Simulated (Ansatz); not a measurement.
**Migration of H in SiC**

Method: DFT PBE, scalar-relativistic, plane waves, PAW (Ansatz). Settings: 420 eV cutoff, 2×2×2 k-mesh, shifted by half a step, Gaussian smearing of 0.02 eV, collinear spin.

Host crystal, relaxed:

```
Si C
1.0
     0.00000    2.18986    2.18986
     2.18986    0.00000    2.18986
     2.18986    2.18986    0.00000
Si C
1 1
Cartesian
  1.0949 1.0949 1.0949
  0.0000 0.0000 0.0000
```

In a supercell of 32 host sites, interstitial H hops to an equivalent place, moving 3.10 Å between the relaxed ends. Climbing-image nudged elastic band at fixed cell with images 0 (start) to 6 (end), the path measured over all atoms, converged to 0.05 eV/Å; the order of the saddle wasn't checked, and the small cell leaves errors of about a tenth of an eV. Zero-point motion and tunnelling, which matter for H, are left out.

Supercell rows in host cell vectors: 1 1 1; 1 -3 1; 1 1 -3. H was set at (0.500, 0.500, 0.500) of the host cell.

At the relaxed start H has 2 Si at 1.89 Å, 2 Si at 1.90 Å, 4 C at 2.21 Å, 2 C at 2.22 Å.

Problem. What barrier does the band give, and what surrounds the atom at the top?

Solution. 0.29 eV at image 1, where H has 1 C at 1.40 Å, 2 Si at 1.69 Å.

Cost: 1 run of about 52 core-minutes, on Intel Xeon Platinum 8488C (Sapphire Rapids) (shared hosts).